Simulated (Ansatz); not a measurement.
# What a change of settings does to a run on CuO

The structure comes from a relaxation in the same program, started in the zincblende type, and has space group F-43m. Whether it is a known phase or the ground state wasn't checked.

First run: DFT, LDA, PAW with Ansatz's default frozen-core files, scalar-relativistic (Ansatz 0.2.0).

Command: `ansatz run input.yaml --threads 1 --pin off --max-ram 2048MiB --backend cpu --events-out ev --progress --plain --runs-dir out` The run took 8 s on 1 thread of Arm Neoverse V2 (shared host), peak memory 0.37 GiB.

```yaml
crystal:
  lattice:
    - [0.0, 2.2618016073, 2.2618016073]
    - [2.2618016073, 0.0, 2.2618016073]
    - [2.2618016073, 2.2618016073, 0.0]
  atoms:
    - { symbol: Cu, position: [0.0, 0.0, 0.0] }
    - { symbol: O, position: [0.25, 0.25, 0.25] }
kpoints:
  mp_grid: { grid: [16, 16, 16] }
  band_path:
    path:
      - [0.0, 0.0, 0.0]
      - [-0.5, -0.5, 0.0]
      - [-0.375, -0.375, 0.25]
      - [-0.375, 0.0, 0.375]
      - [0.0, 0.0, 0.0]
      - [0.0, 0.0, 0.5]
      - [-0.5, -0.25, 0.25]
      - [-0.5, -0.5, 0.0]
    npoints: 5
scf:
  occupations: { method: fermi_dirac, width: 0.05 }
hamiltonian:
  xc: lda
  pseudopotentials: { kind: paw }
output:
  forces: true
  stress: true
  eigenvalues: true
  efg: { contact_densities: true }
```

Result: converged; pressure -12.90 GPa; 7 SCF iterations.

Without spin polarisation or U, such a compound can come out metallic where the real one is a magnetic insulator.

The input is then changed:

```diff
@@ -7,6 +7,7 @@
     - { symbol: Cu, position: [0.0, 0.0, 0.0] }
     - { symbol: O, position: [0.25, 0.25, 0.25] }
+  symmetry: { detect: false }
 kpoints:
-  mp_grid: { grid: [16, 16, 16] }
+  mp_grid: { grid: [8, 8, 8] }
   band_path:
     path:
@@ -22,4 +23,5 @@
 scf:
   occupations: { method: fermi_dirac, width: 0.05 }
+  convergence: { dr2_threshold: 1.0e-06 }
 hamiltonian:
   xc: lda
@@ -30,3 +32,7 @@
   eigenvalues: true
   efg: { contact_densities: true }
+  write_density: true
+  write_potential: true
+  elf: true
+  volumetric_format: npy
```

Question: Predict the outcome of the changed run.

Answer: It converged; pressure -12.98 GPa; 6 SCF iterations. Some of these settings are too coarse for converged properties.
